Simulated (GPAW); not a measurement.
The system is CdSe (Cadmoselite).

```xyz
4
Lattice="4.3000 0.0000 0.0000 -2.1500 3.7239 0.0000 0.0000 0.0000 7.0200" Properties=species:S:1:pos:R:3 pbc="T T T"
Cd    2.1500    1.2413    3.5100
Cd    0.0000    2.4826    0.0000
Se    2.1500    1.2413    6.2127
Se    0.0000    2.4826    2.7027
```

Program: GPAW 26.7.0. Alike in all runs: cell as given; k mesh 5 × 5 × 3.

Q: Order these runs on this cell by their pressure, lowest first.
A. level revPBE; potentials or basis the program's PAW data sets (release 1.2.1) made for this functional, pw; spin SOC, no magnetisation; cutoff (eV) 600; smearing fermi-dirac 0.05 eV; band path GMKGALHA,LM,KH; band points 100; spin axis theta (degrees) 90; spin axis phi (degrees) 45
B. level PBEsol; potentials or basis PAW data sets generated in the run's folder for this functional, pw; spin SOC, no magnetisation; cutoff (eV) 600; smearing fermi-dirac 0.05 eV; band path GMKGALHA,LM,KH; band points 100; spin axis theta (degrees) 90; spin axis phi (degrees) 0
C. level TASK; potentials or basis GPAW PAW data sets (gpaw-data 1.2.1), pw; spin SOC, no magnetisation; cutoff (eV) 600; smearing fermi-dirac 0.05 eV; band path GMKGALHA,LM,KH; band points 100; spin axis theta (degrees) 90; spin axis phi (degrees) 0
D. level LDA; potentials or basis PAW data sets generated in the run's folder for this functional, pw; spin off; cutoff (eV) 510; smearing fermi-dirac 0.01 eV
E. level mBEEF; potentials or basis GPAW PAW data sets (gpaw-data 1.2.1), pw; spin SOC, no magnetisation; cutoff (eV) 600; smearing fermi-dirac 0.05 eV; band path GMKGALHA,LM,KH; band points 80; spin axis theta (degrees) 54.7; spin axis phi (degrees) 45

A: D (-2.2 GPa), B (0.0 GPa), E (2.1 GPa), A (4.3 GPa), C (6.1 GPa).

Caveats: spin-orbit coupling was added after a scalar SCF, so levels and gaps hold it while energy, forces, pressure and moments don't (some runs); the PAW data sets were made with another functional, which shifts forces and pressure a little (some runs); the cutoff is short for stress and forces, so pressures can be off by a GPa or more (some runs).

Not every run made on this cell is shown here.
